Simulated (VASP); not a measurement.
# CdS (Fm-3m) in VASP: relaxation of cell and atoms with PBE

Aim: the relaxation of cell and atoms of CdS with PBE.

Everything below comes from runs of VASP 6.6.1. Logs are shortened: lines on timing, memory, paths and dates and some standing lists are left out, and cuts for length are marked.

### 1 The structure

The structure is cubic, space group Fm-3m (No. 225). Conventional cell: a = 5.506 Å, b = 5.506 Å, c = 5.506 Å, α = 90.00°, β = 90.00°, γ = 90.00°. Cd (site symmetry m-3m) has 6 S at 2.75 Å as nearest neighbours. S (site symmetry m-3m) is surrounded by 6 Cd at 2.75 Å.

Measurements of this composition are mostly on another form, of space group No. 186.

### 2 Relaxation of cell and atoms, PBE

Input file INCAR:

```
PREC     = Accurate       # precision mode
ENCUT    = 600            # plane-wave cutoff, eV
EDIFF    = 1E-7           # SCF threshold, eV
ISMEAR   = -1             # smearing method
SIGMA    = 0.05           # smearing width, eV
LREAL    = False          # projectors in reciprocal space
LASPH    = True           # aspherical terms in the spheres
NELM     = 80             # most SCF steps
ALGO     = Normal         # electronic algorithm
ISIF     = 3              # what is computed and relaxed
LWAVE    = False          # write WAVECAR
LCHARG   = False          # write CHGCAR
GGA      = PE             # functional
IBRION   = 2              # ionic algorithm
NSW      = 60             # ionic steps
EDIFFG   = -0.005         # ionic threshold
PSTRESS  = 0
```

Input file KPOINTS:

```
regular mesh
0
Gamma
  8 8 8
```

Input file POSCAR:

```
CdS
1.0
    0.0000000000      2.7532440000      2.7532440000
    2.7532440000      0.0000000000      2.7532440000
    2.7532440000      2.7532440000      0.0000000000
Cd S
1 1
Direct
    0.0000000000      0.0000000000      0.0000000000
    0.5000000000      0.5000000000      0.5000000000
```

Potentials or basis: VASP PAW PBE potentials, release 64 (Cd, S).

Started as:

```sh
$ cat potpaw_PBE.64/Cd/POTCAR potpaw_PBE.64/S/POTCAR > POTCAR
$ mpirun -np 1 vasp_std > vasp.out
```

OUTCAR:

```text
PREC = Accurate
   ENCUT = 600
   EDIFF = 1E-7
   ISMEAR = -1
   LREAL = False
   LASPH = True
   NELM = 80
   ISIF = 3
   GGA = PE
   IBRION = 2
   NSW = 60
   EDIFFG = -0.005
   PSTRESS = 0

 ion  position               nearest neighbor table
   1  0.000  0.000  0.000-   2 2.75   2 2.75   2 2.75   2 2.75   2 2.75   2 2.75
   2  0.500  0.500  0.500-   1 2.75   1 2.75   1 2.75   1 2.75   1 2.75   1 2.75

  LATTYP: Found a face centered cubic cell.
 ALAT       =     5.5064880000

  Lattice vectors:

 A1 = (   0.0000000000,   2.7532440000,   2.7532440000)
 A2 = (   2.7532440000,   0.0000000000,   2.7532440000)
 A3 = (   2.7532440000,   2.7532440000,   0.0000000000)

Analysis of symmetry for initial positions (statically):
=====================================================================
 Subroutine PRICEL returns:
 Original cell was already a primitive cell.

 Routine SETGRP: Setting up the symmetry group for a
 face centered cubic supercell.

 Subroutine GETGRP returns: Found 48 space group operations
 (whereof 48 operations were pure point group operations)
 out of a pool of 48 trial point group operations.

The static configuration has the point symmetry O_h .

Analysis of symmetry for dynamics (positions and initial velocities):
=====================================================================
 Subroutine PRICEL returns:
 Original cell was already a primitive cell.

 Routine SETGRP: Setting up the symmetry group for a
 face centered cubic supercell.

 Subroutine GETGRP returns: Found 48 space group operations
 (whereof 48 operations were pure point group operations)
 out of a pool of 48 trial point group operations.

The dynamic configuration has the point symmetry O_h .

 Subroutine INISYM returns: Found 48 space group operations
 (whereof 48 operations are pure point group operations),
 and found     1 'primitive' translations

----------------------------------------------------------------------------------------

                                     Primitive cell

  volume of cell :      41.7411

  direct lattice vectors                    reciprocal lattice vectors
     0.000000000  2.753244000  2.753244000    -0.181603955  0.181603955  0.181603955
     2.753244000  0.000000000  2.753244000     0.181603955 -0.181603955  0.181603955
     2.753244000  2.753244000  0.000000000     0.181603955  0.181603955 -0.181603955

  length of vectors
     3.893675005  3.893675005  3.893675005     0.314547277  0.314547277  0.314547277

  position of ions in fractional coordinates (direct lattice)
     0.000000000  0.000000000  0.000000000
     0.500000000  0.500000000  0.500000000

  ion indices of the primitive-cell ions
   primitive index   ion index
                 1           1
                 2           2

----------------------------------------------------------------------------------------

 KPOINTS: regular mesh

Automatic generation of k-mesh.
 Grid dimensions read from file:
 generate k-points for:    8    8    8

 Generating k-lattice:

  Cartesian coordinates                     Fractional coordinates (reciprocal lattice)
    -0.022700494  0.022700494  0.022700494     0.125000000  0.000000000  0.000000000
     0.022700494 -0.022700494  0.022700494     0.000000000  0.125000000  0.000000000
     0.022700494  0.022700494 -0.022700494     0.000000000  0.000000000  0.125000000

  Length of vectors
     0.039318410  0.039318410  0.039318410

  Shift w.r.t. Gamma in fractional coordinates (k-lattice)
     0.000000000  0.000000000  0.000000000

[... 54 lines left out ...]
   IBRION =      2    ionic relax: 0-MD 1-quasi-New 2-CG
   NFREE  =      1    steps in history (QN), initial steepest desc. (CG)
   ISIF   =      3    stress and relaxation
   ISYM   =      2    0-nonsym 1-usesym 2-fastsym
   POTIM  = 0.5000    time-step for ionic-motion
   TEBEG  =    0.0;   TEEND  =   0.0 temperature during run
   PSTRESS=    0.0 pullay stress
   NELECT =      18.0000    total number of electrons
   NUPDOWN=      -1.0000    fix difference up-down
   EMIN   =  10.00;   EMAX   =-10.00  energy-range for DOS
   EFERMI =   0.00;   METHOD = LEGACY
   ISMEAR =    -1;   SIGMA  =   0.05  broadening in eV -4-tet -1-fermi 0-gaus
   EFERMI_NEDOS =   21; number of points for ismear=-14 and -15
   IALGO  =     38    algorithm
   IMIX   =      4    mixing-type and parameters
     AMIX     =   0.40;   BMIX     =  1.00
     AMIX_MAG =   1.60;   BMIX_MAG =  1.00
  volume/ion in A,a.u.               =      20.87       140.84
  Fermi-wavevector in a.u.,A,eV,Ry     =   1.236833  2.337275 20.813583  1.529755
  Thomas-Fermi vector in A             =   2.371425
   LORBIT       =      0    0 simple, 1 ext, 2 COOP (PROOUT), +10 PAW based schemes
   GGA     = PE    functional components
   LHFCALC =     F    Hartree Fock is set to
   AEXX    =    0.0000 exact exchange contribution
   IVDW    =     0    specifies the selected vdW correction
   LEPSILON=     F    determine dielectric tensor
   LRPA    =     F    only Hartree local field effects (RPA)
 conjugate gradient relaxation of ions
 non-spin polarized calculation
  energy-cutoff  :      600.00
  volume of cell :       41.74
 maximum number of plane-waves:      1411
   NGX = 15   NGY = 15   NGZ = 15

--------------------------------------- Ionic step        1  -------------------------------------------

 number of electron      17.9999999 magnetization

 Free energy of the ion-electron system (eV)
  ---------------------------------------------------
  ext. energy  EPLUGINS =         0.00000000
  ---------------------------------------------------
  free energy    TOTEN  =        -5.87680956 eV

  energy without entropy =       -5.87575412  energy(sigma->0) =       -5.87628184

------------------------ aborting loop because EDIFF is reached ----------------------------------------

  FORCE on cell =-STRESS in cart. coord.  units (eV):
  Direction    XX          YY          ZZ          XY          YZ          ZX
  --------------------------------------------------------------------------------------
  -------------------------------------------------------------------------------------
  Total       -0.0274308     -0.0274308     -0.0274308      0.0000000      0.0000000     -0.0000000
  in kB       -1.0528958     -1.0528958     -1.0528958      0.0000000      0.0000000     -0.0000000
  external PRESSURE =      -1.0528958 kB  Pullay stress =       0.0000000 kB

 VOLUME and BASIS-vectors are now :
 -----------------------------------------------------------------------------
  energy-cutoff  :      600.00
  volume of cell :       41.74
      direct lattice vectors                 reciprocal lattice vectors
     0.000000000  2.753244000  2.753244000    -0.181603955  0.181603955  0.181603955
     2.753244000  0.000000000  2.753244000     0.181603955 -0.181603955  0.181603955
     2.753244000  2.753244000  0.000000000     0.181603955  0.181603955 -0.181603955

 POSITION                                       TOTAL-FORCE (eV/Angst)
 -----------------------------------------------------------------------------------
      0.00000      0.00000      0.00000         0.000000     -0.000000     -0.000000
      2.75324      2.75324      2.75324         0.000000      0.000000      0.000000
 -----------------------------------------------------------------------------------
    total drift:                                0.000000     -0.000000     -0.000000

  FREE ENERGIE OF THE ION-ELECTRON SYSTEM (eV)
  ---------------------------------------------------
  free  energy   TOTEN  =        -5.8768095615 eV

  energy  without entropy=       -5.8757541219  energy(sigma->0) =       -5.87628184

--------------------------------------- Ionic step        2  -------------------------------------------

 number of electron      17.9999999 magnetization

 Free energy of the ion-electron system (eV)
  ---------------------------------------------------
  ext. energy  EPLUGINS =         0.00000000
  ---------------------------------------------------
  free energy    TOTEN  =        -5.87682992 eV

  energy without entropy =       -5.87577791  energy(sigma->0) =       -5.87630391

 E-fermi :   2.9265     XC(G=0): -10.3132

 val. band max:        2.7299058934   @ k =   0.5000   0.0000   0.0000
 cond. band min:       2.9870799664   @ k =   0.5000   0.5000   0.0000
 fundamental gap:      0.2571740730
 Fermi energy:         2.9265407281

 k-point     1 :       0.0000    0.0000    0.0000
  band No.  band energies     occupation
      1      -9.9425      2.00000
      2      -4.8430      2.00000
      3      -4.8430      2.00000
      4      -4.8430      2.00000
      5      -4.8427      2.00000
      6      -4.8427      2.00000
      7       2.0294      2.00000
      8       2.0294      2.00000
      9       2.0294      2.00000
     10       3.5737      0.00000
     11      11.9640      0.00000
     12      11.9640      0.00000
     13      11.9640      0.00000
[... 354 lines left out ...]
  band No.  band energies     occupation
      1      -8.8922      2.00000
      2      -5.0565      2.00000
      3      -4.9295      2.00000
      4      -4.8868      2.00000
      5      -4.6374      2.00000
      6      -4.5471      2.00000
      7      -1.6333      2.00000
      8       0.9533      2.00000
      9       1.8217      2.00000
     10       6.6275      0.00000
     11       7.8385      0.00000
     12      10.0922      0.00000
     13      10.7767      0.00000

 [... further k-points ...]
[... 5 lines left out ...]
  --------------------------------------------------------------------------------------
  -------------------------------------------------------------------------------------
  Total        0.0096440      0.0096440      0.0096440     -0.0000000     -0.0000000      0.0000000
  in kB        0.3709092      0.3709092      0.3709092     -0.0000000     -0.0000000      0.0000000
  external PRESSURE =       0.3709092 kB  Pullay stress =       0.0000000 kB

 VOLUME and BASIS-vectors are now :
 -----------------------------------------------------------------------------
  energy-cutoff  :      600.00
  volume of cell :       41.66
      direct lattice vectors                 reciprocal lattice vectors
     0.000000000  2.751422267  2.751422267    -0.181724196  0.181724196  0.181724196
     2.751422267  0.000000000  2.751422267     0.181724196 -0.181724196  0.181724196
     2.751422267  2.751422267  0.000000000     0.181724196  0.181724196 -0.181724196

 POSITION                                       TOTAL-FORCE (eV/Angst)
 -----------------------------------------------------------------------------------
      2.75142      5.50284      2.75142         0.000000      0.000000      0.000000
      2.75142      2.75142      2.75142         0.000000     -0.000000     -0.000000
 -----------------------------------------------------------------------------------
    total drift:                               -0.000000     -0.000000     -0.000000

  FREE ENERGIE OF THE ION-ELECTRON SYSTEM (eV)
  ---------------------------------------------------
  free  energy   TOTEN  =        -5.8768299162 eV

  energy  without entropy=       -5.8757779123  energy(sigma->0) =       -5.87630391

 reached required accuracy - stopping structural energy minimisation
```

It took 27 s on 1 thread of Intel Xeon Platinum 8259CL at 2.50GHz (Skylake/Cascade Lake), shared host; peak memory 0.19 GiB.

What came out:

* Free energy: -5.8768 eV
* Relaxed volume: 20.83 Å³/atom
* Relaxed cell: a = 3.891 Å, b = 3.891 Å, c = 3.891 Å, α = 60.00°, β = 60.00°, γ = 60.00°
* Space group after relaxing (to 0.05 Å): Fm-3m (No. 225)
* Energy gained by relaxing: 0.0 meV/atom
* Ionic steps: 2
* Pressure after relaxing: 0.0 GPa
* Band gap on the k mesh: 0.26 eV, indirect (least direct gap 1.54 eV)

Final structure:
```yaml
crystal:
  lattice:
    - [0.00000, 2.75142, 2.75142]
    - [2.75142, 0.00000, 2.75142]
    - [2.75142, 2.75142, 0.00000]
  atoms:
    - { symbol: Cd, position: [0.00000, 0.00000, 0.00000] }
    - { symbol: S, position: [0.50000, 0.50000, 0.50000] }
```
